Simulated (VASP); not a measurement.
# Ga2O3 (C2/m) in VASP: a series of runs

The runs below take Ga2O3 through relaxation of cell and atoms, with PBEsol.

Everything below comes from runs of VASP 6.6.1. Logs are shortened: lines on timing, memory, paths and dates and some standing lists are left out, and cuts for length are marked.

## Step 1: The structure

The structure is monoclinic, space group C2/m (No. 12). Conventional cell: a = 12.214 Å, b = 3.037 Å, c = 5.798 Å, α = 90.00°, β = 103.83°, γ = 90.00°. Ga (site symmetry m) has 4 O at 1.83 to 1.86 Å as nearest neighbours. Around Ga (site symmetry m) lie 6 O at 1.94 to 2.07 Å. O (site symmetry m) has 3 Ga at 1.83 to 1.94 Å as nearest neighbours. O (site symmetry m) has 4 Ga at 1.86 to 2.07 Å as nearest neighbours. O (site symmetry m) is surrounded by 3 Ga at 1.83 to 1.94 Å.

## Step 2: Relaxation of cell and atoms, PBEsol

Contents of INCAR:

```
SYSTEM = Ga2O3
PREC = Accurate ; ENCUT = 600
EDIFF = 1E-6 ; ISMEAR = 0
SIGMA = 0.03 ; LREAL = .FALSE.
LASPH = .TRUE. ; NELM = 80
ALGO = Normal ; ISIF = 3
LWAVE = .FALSE. ; LCHARG = .FALSE.
GGA = PS ; IBRION = 2
NSW = 90 ; EDIFFG = -0.01
KPAR = 4
```

Contents of KPOINTS:

```
regular mesh
0
G
  10 10 6
  0 0 0
```

Contents of POSCAR:

```
Ga2O3
1.0
    6.1070000000     -1.5185500000      0.0000000000
    6.1070000000      1.5185500000      0.0000000000
   -1.3859889000      0.0000000000      5.6300087400
Ga O
4 6
Direct
    0.0905000000      0.0905000000      0.7946000000
    0.9095000000      0.9095000000      0.2054000000
    0.6586600000      0.6586600000      0.3140200000
    0.3413400000      0.3413400000      0.6859800000
    0.1645000000      0.1645000000      0.1098000000
    0.8355000000      0.8355000000      0.8902000000
    0.1733000000      0.1733000000      0.5632000000
    0.8267000000      0.8267000000      0.4368000000
    0.4959000000      0.4959000000      0.2566000000
    0.5041000000      0.5041000000      0.7434000000
```

Potentials or basis: VASP PAW PBE potentials, release 64 (Ga_d, O).

On the command line:

```console
$ cat potpaw_PBE.64/Ga_d/POTCAR potpaw_PBE.64/O/POTCAR > POTCAR
$ mpirun -np 4 vasp_std > vasp.out
```

OUTCAR:

```text
SYSTEM = Ga2O3
   PREC = Accurate
   ENCUT = 600
   EDIFF = 1E-6
   ISMEAR = 0
   LREAL = .FALSE.
   LASPH = .TRUE.
   NELM = 80
   ISIF = 3
   GGA = PS
   IBRION = 2
   NSW = 90
   EDIFFG = -0.01

 ion  position               nearest neighbor table
   1  0.090  0.090  0.795-  10 1.83  10 1.83   5 1.83   7 1.86
   2  0.910  0.910  0.205-   9 1.83   9 1.83   6 1.83   8 1.86
   3  0.659  0.659  0.314-   9 1.94   5 1.94   5 1.94   8 2.01   7 2.07   7 2.07
   4  0.341  0.341  0.686-  10 1.94   6 1.94   6 1.94   7 2.01   8 2.07   8 2.07
   5  0.164  0.164  0.110-   1 1.83   3 1.94   3 1.94
   6  0.836  0.836  0.890-   2 1.83   4 1.94   4 1.94
   7  0.173  0.173  0.563-   1 1.86   4 2.01   3 2.07   3 2.07
   8  0.827  0.827  0.437-   2 1.86   3 2.01   4 2.07   4 2.07
   9  0.496  0.496  0.257-   2 1.83   2 1.83   3 1.94
  10  0.504  0.504  0.743-   1 1.83   1 1.83   4 1.94

  LATTYP: Found a base centered monoclinic cell.
 ALAT       =    12.2140000000
 B/A-ratio  =     0.2486572785
 C/A-ratio  =     0.4747093502
 COS(beta)  =    -0.2390419102

  Lattice vectors:

 A1 = (   6.1070000000,  -1.5185500000,   0.0000000000)
 A2 = (   6.1070000000,   1.5185500000,   0.0000000000)
 A3 = (  -1.3859889000,   0.0000000000,   5.6300087400)

Analysis of symmetry for initial positions (statically):
=====================================================================
 Subroutine PRICEL returns:
 Original cell was already a primitive cell.

 Routine SETGRP: Setting up the symmetry group for a
 base centered monoclinic supercell.

 Subroutine GETGRP returns: Found  4 space group operations
 (whereof  4 operations were pure point group operations)
 out of a pool of  4 trial point group operations.

The static configuration has the point symmetry C_2h.

Analysis of symmetry for dynamics (positions and initial velocities):
=====================================================================
 Subroutine PRICEL returns:
 Original cell was already a primitive cell.

 Routine SETGRP: Setting up the symmetry group for a
 base centered monoclinic supercell.

 Subroutine GETGRP returns: Found  4 space group operations
 (whereof  4 operations were pure point group operations)
 out of a pool of  4 trial point group operations.

The dynamic configuration has the point symmetry C_2h.

 Subroutine INISYM returns: Found  4 space group operations
 (whereof  4 operations are pure point group operations),
 and found     1 'primitive' translations

----------------------------------------------------------------------------------------

                                     Primitive cell

  volume of cell :     104.4230

  direct lattice vectors                    reciprocal lattice vectors
     6.107000000 -1.518550000  0.000000000     0.081873260 -0.329261467  0.020155462
     6.107000000  1.518550000  0.000000000     0.081873260  0.329261467  0.020155462
    -1.385988900  0.000000000  5.630008740     0.000000000  0.000000000  0.177619618

  length of vectors
     6.292967750  6.292967750  5.798100003     0.339886138  0.339886138  0.177619618

  position of ions in fractional coordinates (direct lattice)
     0.090500000  0.090500000  0.794600000
     0.909500000  0.909500000  0.205400000
     0.658660000  0.658660000  0.314020000
     0.341340000  0.341340000  0.685980000
     0.164500000  0.164500000  0.109800000
     0.835500000  0.835500000  0.890200000
     0.173300000  0.173300000  0.563200000
     0.826700000  0.826700000  0.436800000
     0.495900000  0.495900000  0.256600000
     0.504100000  0.504100000  0.743400000

  ion indices of the primitive-cell ions
   primitive index   ion index
                 1           1
                 2           2
                 3           3
                 4           4
                 5           5
                 6           6
                 7           7
                 8           8
                 9           9
                10          10

----------------------------------------------------------------------------------------

 KPOINTS: regular mesh

Automatic generation of k-mesh.
 Grid dimensions read from file:
 generate k-points for:   10   10    6

 Generating k-lattice:

  Cartesian coordinates                     Fractional coordinates (reciprocal lattice)
     0.008187326 -0.032926147  0.002015546     0.100000000  0.000000000  0.000000000
     0.008187326  0.032926147  0.002015546     0.000000000  0.100000000  0.000000000
     0.000000000  0.000000000  0.029603270     0.000000000  0.000000000  0.166666667

  Length of vectors
     0.033988614  0.033988614  0.029603270

  Shift w.r.t. Gamma in fractional coordinates (k-lattice)
     0.000000000  0.000000000  0.000000000

 Subroutine IBZKPT returns following result:
 ===========================================

 Found    172 irreducible k-points:

 Following reciprocal coordinates:
            Coordinates               Weight
  0.000000  0.000000  0.000000      1.000000
  0.100000  0.000000 -0.000000      4.000000
  0.200000  0.000000 -0.000000      4.000000
  0.300000  0.000000  0.000000      4.000000
  0.400000  0.000000  0.000000      4.000000
  0.500000  0.000000  0.000000      2.000000
[... 16 lines left out ...]
  0.300000  0.300000  0.000000      2.000000
  0.400000  0.300000  0.000000      4.000000
 [... further k-points ...]
   k-points           NKPTS =    172   k-points in BZ     NKDIM =    172   number of bands    NBANDS=     52
   number of dos      NEDOS =    301   number of ions     NIONS =     10
   total plane-waves  NPLWV = 120000
   dimension x,y,z NGX =    50 NGY =   50 NGZ =   48
   dimension x,y,z NGXF=   100 NGYF=  100 NGZF=   96
   ions per type =               4   6
   NGX,Y,Z   is equivalent  to a cutoff of  13.21, 13.21, 13.76 a.u.
   NGXF,Y,Z  is equivalent  to a cutoff of  26.42, 26.42, 27.53 a.u.
 SYSTEM =  Ga2O3
   PREC   = accura    normal or accurate (medium, high low for compatibility)
   ISTART =      0    job   : 0-new  1-cont  2-samecut
   ICHARG =      2    charge: 1-file 2-atom 10-const
   ISPIN  =      1    spin polarized calculation?
   LNONCOLLINEAR =      F non collinear calculations
   LSORBIT =      F    spin-orbit coupling
   LASPH  =      T    aspherical Exc in radial PAW
   ENCUT  =  600.0 eV  44.10 Ry    6.64 a.u.  12.57 12.57 11.58*2*pi/ulx,y,z
   NELM   =     80;   NELMIN=  2; NELMDL= -5     # of ELM steps
   EDIFF  = 0.1E-05   stopping-criterion for ELM
   LREAL  =      F    real-space projection
   EDIFFG = -.1E-01   stopping-criterion for IOM
   NSW    =     90    number of steps for IOM
   IBRION =      2    ionic relax: 0-MD 1-quasi-New 2-CG
   NFREE  =      1    steps in history (QN), initial steepest desc. (CG)
   ISIF   =      3    stress and relaxation
   ISYM   =      2    0-nonsym 1-usesym 2-fastsym
   POTIM  = 0.5000    time-step for ionic-motion
   TEBEG  =    0.0;   TEEND  =   0.0 temperature during run
   PSTRESS=    0.0 pullay stress
   NELECT =      88.0000    total number of electrons
   NUPDOWN=      -1.0000    fix difference up-down
   EMIN   =  10.00;   EMAX   =-10.00  energy-range for DOS
   EFERMI =   0.00;   METHOD = LEGACY
   ISMEAR =     0;   SIGMA  =   0.03  broadening in eV -4-tet -1-fermi 0-gaus
   EFERMI_NEDOS =   21; number of points for ismear=-14 and -15
   IALGO  =     38    algorithm
   IMIX   =      4    mixing-type and parameters
     AMIX     =   0.40;   BMIX     =  1.00
     AMIX_MAG =   1.60;   BMIX_MAG =  1.00
  volume/ion in A,a.u.               =      10.44        70.47
  Fermi-wavevector in a.u.,A,eV,Ry     =   1.546335  2.922150 32.533613  2.391153
  Thomas-Fermi vector in A             =   2.651586
   LORBIT       =      0    0 simple, 1 ext, 2 COOP (PROOUT), +10 PAW based schemes
   GGA     = PS    functional components
   LHFCALC =     F    Hartree Fock is set to
   AEXX    =    0.0000 exact exchange contribution
   IVDW    =     0    specifies the selected vdW correction
   LEPSILON=     F    determine dielectric tensor
   LRPA    =     F    only Hartree local field effects (RPA)
 conjugate gradient relaxation of ions
 non-spin polarized calculation
 Gauss-broadening in eV      SIGMA  =   0.03
  energy-cutoff  :      600.00
  volume of cell :      104.42
 maximum number of plane-waves:      3516
   NGX = 25   NGY = 25   NGZ = 23

--------------------------------------- Ionic step        1  -------------------------------------------

 number of electron      88.0000002 magnetization

 Free energy of the ion-electron system (eV)
  ---------------------------------------------------
  ext. energy  EPLUGINS =         0.00000000
  ---------------------------------------------------
  free energy    TOTEN  =       -63.89588417 eV

  energy without entropy =      -63.89588417  energy(sigma->0) =      -63.89588417

------------------------ aborting loop because EDIFF is reached ----------------------------------------

  FORCE on cell =-STRESS in cart. coord.  units (eV):
  Direction    XX          YY          ZZ          XY          YZ          ZX
  --------------------------------------------------------------------------------------
  -------------------------------------------------------------------------------------
  Total        1.6285998      1.9339060      1.3415816      0.0000000      0.0000000      0.0438348
  in kB       24.9878495     29.6722076     20.5840856      0.0000000      0.0000000      0.6725643
  external PRESSURE =      25.0813809 kB  Pullay stress =       0.0000000 kB
[... 113 lines left out ...]
  FREE ENERGIE OF THE ION-ELECTRON SYSTEM (eV)
  ---------------------------------------------------
  free  energy   TOTEN  =       -63.9071447338 eV

  energy  without entropy=      -63.9071447338  energy(sigma->0) =      -63.90714473

[... ionic steps 4 to 12 ...]

--------------------------------------- Ionic step       13  -------------------------------------------

 number of electron      88.0000002 magnetization

------------------------ aborting loop because EDIFF is reached ----------------------------------------

  FORCE on cell =-STRESS in cart. coord.  units (eV):
  Direction    XX          YY          ZZ          XY          YZ          ZX
  --------------------------------------------------------------------------------------
  -------------------------------------------------------------------------------------
  Total       -0.0354952     -0.0074851      0.0018845      0.0000000      0.0000000     -0.0254210
  in kB       -0.5382221     -0.1134984      0.0285755      0.0000000      0.0000000     -0.3854654
  external PRESSURE =      -0.2077150 kB  Pullay stress =       0.0000000 kB
[... 73 lines left out ...]
  energy  without entropy=      -63.9076285754  energy(sigma->0) =      -63.90762858

--------------------------------------- Ionic step       15  -------------------------------------------

 number of electron      88.0000003 magnetization

 Free energy of the ion-electron system (eV)
  ---------------------------------------------------
  ext. energy  EPLUGINS =         0.00000000
  ---------------------------------------------------
  free energy    TOTEN  =       -63.90765937 eV

  energy without entropy =      -63.90765937  energy(sigma->0) =      -63.90765937

 E-fermi :   3.8531     XC(G=0): -11.8542

 val. band max:        3.6596326828   @ k =   0.5000   0.4000   0.5000
 cond. band min:       5.8791305156   @ k =   0.0000   0.0000   0.0000
 fundamental gap:      2.2194978328
 Fermi energy:         3.8530551600

 k-point     1 :       0.0000    0.0000    0.0000
  band No.  band energies     occupation
      1     -15.1878      2.00000
      2     -14.0023      2.00000
      3     -13.9812      2.00000
      4     -13.8727      2.00000
      5     -13.3932      2.00000
      6     -13.3845      2.00000
[... 1309 lines left out ...]
     51      12.7306      0.00000
     52      13.3613      0.00000

 [... further k-points ...]

------------------------ aborting loop because EDIFF is reached ----------------------------------------

  FORCE on cell =-STRESS in cart. coord.  units (eV):
  Direction    XX          YY          ZZ          XY          YZ          ZX
  --------------------------------------------------------------------------------------
  -------------------------------------------------------------------------------------
  Total       -0.0474147     -0.0185052     -0.0023490      0.0000000      0.0000000     -0.0201142
  in kB       -0.7188937     -0.2805719     -0.0356145      0.0000000      0.0000000     -0.3049680
  external PRESSURE =      -0.3450267 kB  Pullay stress =       0.0000000 kB
[... 25 lines left out ...]
  FREE ENERGIE OF THE ION-ELECTRON SYSTEM (eV)
  ---------------------------------------------------
  free  energy   TOTEN  =       -63.9076593748 eV

  energy  without entropy=      -63.9076593748  energy(sigma->0) =      -63.90765937

 reached required accuracy - stopping structural energy minimisation
```

Run time: 44 min. Hardware: 4 MPI ranks of Intel Xeon Platinum 8559C (Emerald Rapids), shared host; peak memory 0.97 GiB.

What came out:

```
Free energy                            : -63.9077 eV
Relaxed volume                         : 10.57 Å³/atom
Relaxed cell                           : a = 6.327 Å, b = 6.327 Å, c = 5.810 Å, α = 103.29°, β = 103.29°, γ = 27.88°
Space group after relaxing (to 0.05 Å) : C2/m (No. 12)
Energy gained by relaxing              : 1.2 meV/atom
Ionic steps                            : 15
Pressure after relaxing                : 0.0 GPa
Largest force after relaxing           : 0.007 eV/Å
Band gap on the k mesh                 : 2.22 eV, indirect (least direct gap 2.24 eV)
```

Forces in eV/Å, atoms in the order of the input:
```
Ga  -0.007  0.000  0.000
Ga   0.007  0.000  0.000
Ga   0.007  0.000 -0.003
Ga  -0.007  0.000  0.003
O    0.004  0.000 -0.003
O   -0.004  0.000  0.003
O   -0.004  0.000  0.003
O    0.004  0.000 -0.003
O   -0.003  0.000 -0.004
O    0.003  0.000  0.004
```

The path:
```csv
step,energy change (eV),largest force (eV/Å),pressure (GPa),volume (Å³)
1,0.0000,0.1136,2.51,104.42
2,-0.0015,0.1428,-2.30,106.91
3,-0.0113,0.0455,-0.05,105.71
4,-0.0113,0.0419,0.06,105.68
5,-0.0115,0.0221,-0.03,105.72
6,-0.0115,0.0215,0.00,105.71
7,-0.0116,0.0173,-0.08,105.73
8,-0.0117,0.0183,-0.10,105.74
9,-0.0116,0.0243,-0.17,105.76
10,-0.0117,0.0195,-0.09,105.75
11,-0.0117,0.0116,0.01,105.67
12,-0.0117,0.0115,0.11,105.65
13,-0.0117,0.0121,-0.02,105.66
14,-0.0117,0.0111,0.05,105.66
15,-0.0118,0.0074,-0.03,105.67
```

Final structure:
```
Ga O
1.0
     6.14044   -1.52431    0.00920
     6.14044    1.52431    0.00920
    -1.38511    0.00000    5.64283
Ga O
4 6
Cartesian
  0.0098 0.0000 4.4885
  10.8860 0.0000 1.1727
  7.6533 0.0000 1.7855
  3.2424 0.0000 3.8757
  1.8769 0.0000 0.6199
  9.0189 0.0000 5.0413
  1.3482 0.0000 3.1791
  9.5476 0.0000 2.4821
  5.7393 0.0000 1.4542
  5.1564 0.0000 4.2070
```

Caveat: the PAW data sets were made with another functional, which shifts forces and pressure a little.

## Step 3: Relaxation of cell and atoms, PBEsol

This run uses another cell than the first one, of 10.57 Å³/atom, 1.012 times its volume.

Contents of INCAR:

```
SYSTEM = Ga2O3
PREC = Accurate ; ENCUT = 600
EDIFF = 1E-7 ; ISMEAR = 0
SIGMA = 0.03 ; LREAL = .FALSE.
LASPH = .TRUE. ; NELM = 80
ALGO = Normal ; ISIF = 3
LWAVE = .FALSE. ; LCHARG = .FALSE.
GGA = PS ; IBRION = 2
NSW = 90 ; EDIFFG = -0.005
KPAR = 4
```

KPOINTS is that of step 2.

Contents of POSCAR:

```
Ga2O3                                   
1.0
    6.1404380563     -1.5243098869      0.0091963600
    6.1404380563      1.5243098869      0.0091963600
   -1.3851057320      0.0000000000      5.6428283049
  Ga              O             
     4     6
Direct
     0.0904753735540451    0.0904753735540451    0.7951368456360256
     0.9095246264459550    0.9095246264459550    0.2048631543639744
     0.6586371579633135    0.6586371579633135    0.3142692735074388
     0.3413628420366865    0.3413628420366865    0.6857307264925612
     0.1651575754025702    0.1651575754025702    0.1093266426843571
     0.8348424245974297    0.8348424245974297    0.8906733573156428
     0.1732591667657928    0.1732591667657928    0.5628196193694468
     0.8267408332342073    0.8267408332342073    0.4371803806305530
     0.4962214746178815    0.4962214746178815    0.2560865961941866
     0.5037785253821185    0.5037785253821185    0.7439134038058133
```

Potentials or basis: VASP PAW PBE potentials, release 64 (Ga_d, O).

On the command line:

```console
$ cat potpaw_PBE.64/Ga_d/POTCAR potpaw_PBE.64/O/POTCAR > POTCAR
$ mpirun -np 4 vasp_std > vasp.out
```

Wall time 27 min (4 MPI ranks of Intel Xeon Platinum 8559C (Emerald Rapids), shared host); peak memory 1 GiB.

It converged, with:

| Property | Result |
| --- | --- |
| Free energy | -63.9109 eV |
| Relaxed volume | 10.56 Å³/atom |
| Relaxed cell | a = 6.324 Å, b = 6.324 Å, c = 5.812 Å, α = 103.31°, β = 103.31°, γ = 27.90° |
| Space group after relaxing (to 0.05 Å) | C2/m (No. 12) |
| Energy gained by relaxing | 0.0 meV/atom |
| Ionic steps | 7 |
| Pressure after relaxing | 0.0 GPa |
| Largest force after relaxing | 0.003 eV/Å |
| Band gap on the k mesh | 2.22 eV, indirect (least direct gap 2.24 eV) |

Forces in eV/Å, atoms in the order of the input:
```
Ga  -0.001  0.000 -0.001
Ga   0.001  0.000  0.001
Ga   0.001  0.000  0.000
Ga  -0.001  0.000  0.000
O    0.003  0.000 -0.001
O   -0.003  0.000  0.001
O    0.000  0.000 -0.002
O    0.000  0.000  0.002
O    0.000  0.000 -0.002
O    0.000  0.000  0.002
```

Final structure:
```
CELL_PARAMETERS angstrom
6.13721 -1.52457 0.00776
6.13721 1.52457 0.00776
-1.38570 0.00000 5.64395
ATOMIC_POSITIONS crystal
Ga 0.09045 0.09045 0.79517
Ga 0.90955 0.90955 0.20483
Ga 0.65871 0.65871 0.31416
Ga 0.34129 0.34129 0.68584
O 0.16521 0.16521 0.10931
O 0.83479 0.83479 0.89069
O 0.17321 0.17321 0.56283
O 0.82679 0.82679 0.43717
O 0.49624 0.49624 0.25600
O 0.50376 0.50376 0.74400
```

Levels at points of the mesh, in eV from the valence-band top:
```tsv
k point	band 42	band 43	band 44	band 45	band 46	band 47
(0.00, 0.00, 0.00)	-0.49	-0.29	-0.02	2.22	5.53	6.53
(0.50, 0.00, 0.00)	-0.73	-0.48	-0.12	5.46	6.34	7.06
(0.50, 0.50, 0.00)	-0.69	-0.42	-0.16	4.42	4.66	5.62
(0.00, 0.00, 0.50)	-0.65	-0.51	-0.31	4.61	4.74	6.56
(0.50, 0.00, 0.50)	-1.07	-0.75	-0.66	6.72	6.76	7.66
(0.50, 0.50, 0.50)	-0.62	-0.60	-0.01	5.02	5.15	6.07
```

Caveat: the PAW data sets were made with another functional, which shifts forces and pressure a little. A k mesh can miss the band edges.
